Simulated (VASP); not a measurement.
**C: relaxation of cell and atoms with HSE06**

C:

```
C
1.0
     0.00000    1.78337    1.78337
     1.78337    0.00000    1.78337
     1.78337    1.78337    0.00000
C
2
Cartesian
  0.0000 0.0000 0.0000
  0.8917 0.8917 0.8917
```

This isn't the form of C at room conditions, which is graphite.

```yaml
Program: VASP 6.6.1
Task: relaxation of cell and atoms
Functional: HSE06
Potentials_or_basis: VASP PAW PBE potentials, release 64 (C)
Cutoff: 520 eV
k_mesh: 8 × 8 × 8
Occupations: gaussian, width 0.02 eV
Spin: no spin polarisation
Grid_for_exact_exchange_PRECFOCK: Fast
Screening_parameter: 0.2 1/A
Further_INCAR_settings: ALGO = Normal; EDIFF = 1e-07; IBRION = 2; EDIFFG = -0.01; NSW = 80; ISIF = 3
```

| Item | Value |
| --- | --- |
| Relaxed volume | 5.58 Å³/atom |
| Relaxed cell | a = 2.509 Å, b = 2.509 Å, c = 2.509 Å, α = 60.00°, β = 60.00°, γ = 60.00° |
| Space group after relaxing (to 0.05 Å) | Fd-3m (No. 227) |
| Energy gained by relaxing | 2.1 meV/atom |
| Ionic steps | 3 |
| Pressure after relaxing | 0.0 GPa |
| Band gap on the k mesh | 5.34 eV, indirect (least direct gap 7.04 eV) |

Step by step:
```tsv
step	energy change (eV)	largest force (eV/Å)	pressure (GPa)	volume (Å³)
1	0.0000	0.0000	-7.33	11.34
2	0.0036	0.0000	10.54	10.92
3	-0.0042	0.0000	-0.03	11.16
```

Final structure:
```
CELL_PARAMETERS angstrom
0.00000 1.77387 1.77387
1.77387 0.00000 1.77387
1.77387 1.77387 0.00000
ATOMIC_POSITIONS crystal
C 0.00000 0.00000 0.00000
C 0.25000 0.25000 0.25000
```

Levels at points of the mesh, in eV from the valence-band top:
| k point | band 1 | band 2 | band 3 | band 4 | band 5 | band 6 | band 7 | band 8 |
| --- | --- | --- | --- | --- | --- | --- | --- | --- |
| (0.00, 0.00, 0.00) | -23.77 | 0.00 | 0.00 | 0.00 | 7.04 | 7.04 | 7.04 | 15.67 |
| (0.50, 0.00, 0.00) | -17.46 | -14.81 | -3.11 | -3.11 | 10.11 | 10.11 | 10.59 | 17.78 |
| (0.50, 0.50, 0.00) | -14.20 | -14.20 | -6.98 | -6.98 | 5.97 | 5.97 | 19.50 | 19.50 |

It took 120 s on 4 MPI ranks on Intel(R) Xeon(R) Platinum 8559C (Emerald Rapids), with other jobs on the host, peak memory 0.2 GiB a rank.

Caveat: the PAW data sets were made with another functional, which shifts forces and pressure a little. A k mesh can miss the band edges.
